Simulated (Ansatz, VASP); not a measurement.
## KBr: VASP beside Ansatz

```
CELL_PARAMETERS angstrom
0.00000 3.29250 3.29250
3.29250 0.00000 3.29250
3.29250 3.29250 0.00000
ATOMIC_POSITIONS crystal
K 0.94305 0.05695 0.05695
Br 0.50000 0.50000 0.50000
```

Change from the starting cell: one atom moved.

Alike in both runs: task single point; functional PBE; k mesh 6 × 6 × 6; occupations gaussian, width 0.02 eV; no spin polarisation.

|  | VASP | Ansatz |
| --- | --- | --- |
| version | VASP 6.6.1 | Ansatz 0.2.0 |
| potentials or method | VASP PAW PBE potentials, release 64 (K_sv, Br) | scalar-relativistic, plane waves, PAW |
| plane-wave cutoff (eV) | 520 | 420 |
| valence electrons in the cell | 16 | 16 |

VASP gave:

* gap on the k mesh at the Fermi level (eV): 4.49
* least direct gap on the mesh (eV): 4.49
* pressure (GPa): 1.8
* largest component of the traceless stress (GPa): 2.20
* rms of the force components (eV/Å): 0.403

Which values does Ansatz return?

gap on the k mesh at the Fermi level (eV): 4.49; least direct gap on the mesh (eV): 4.49; pressure (GPa): 1.7; largest component of the traceless stress (GPa): 2.17; rms of the force components (eV/Å): 0.397.

Atom by atom the forces differ by 0.006 eV/Å (rms over components).
